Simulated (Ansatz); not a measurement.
## TiPbO3, a database entry at a rescaled volume

```
Pb Ti O
1.0
     3.98289    3.98289    0.00000
     0.00000    3.98289    4.08045
     3.98289    0.00000    4.08045
Pb Ti O
2 2 6
Direct
  0.00000 0.00000 0.00000
  0.50000 0.50000 0.50000
  0.23750 0.26250 0.26250
  0.73750 0.76250 0.76250
  0.46400 0.03600 0.03600
  0.96400 0.53600 0.53600
  0.46400 0.53600 0.03600
  0.96400 0.03600 0.53600
  0.46400 0.03600 0.53600
  0.96400 0.53600 0.03600
```

Method: PBE, with U_eff = 3.13 eV on Ti d (all-electron-ortho-atomic projectors), collinear spin; PAW, plane waves to 420 eV, 5×5×5 Γ-centred mesh, fermi-dirac occupations (width 0.0221 eV) (Ansatz 0.2.0), atoms fixed.

The state carries no moments; the state need not be the lowest.

**Question.** What does the stress say?

**Answer.** The pressure is -2.2 GPa (compression positive), so with the atoms held at these fractions the cell would first shrink.

**Question.** What is the character of the valence top and the conduction bottom?

**Answer.** Within 0.7 eV of the edges, the states project mainly on O p (87 %) below the gap and on Ti d (86 %) above it.

**Question.** What is the band gap?

**Answer.** The gap is 2.17 eV, indirect or between spins (the least direct gap found is 2.32 eV).

**Question.** Where is the largest force?

**Answer.** The largest is on Ti3 (and as large on other atoms): 0.27 eV/Å, components (0.00, 0.00, -0.27). It makes 0° with the line to a nearest neighbour, O5 at 1.85 Å, pointing towards it.

**Question.** Which element gives electrons and which takes them?

**Answer.** Bader charges in e: Ti +2.33, Pb +1.38, O -1.25 to -1.21. In the mean Ti gives up most and O takes most.

Origin: a database entry at a rescaled volume. Caveats: the input typed no starting moments; no spin-orbit coupling, which can shift this gap by tenths of an eV; the mesh misses a band edge that the path finds.
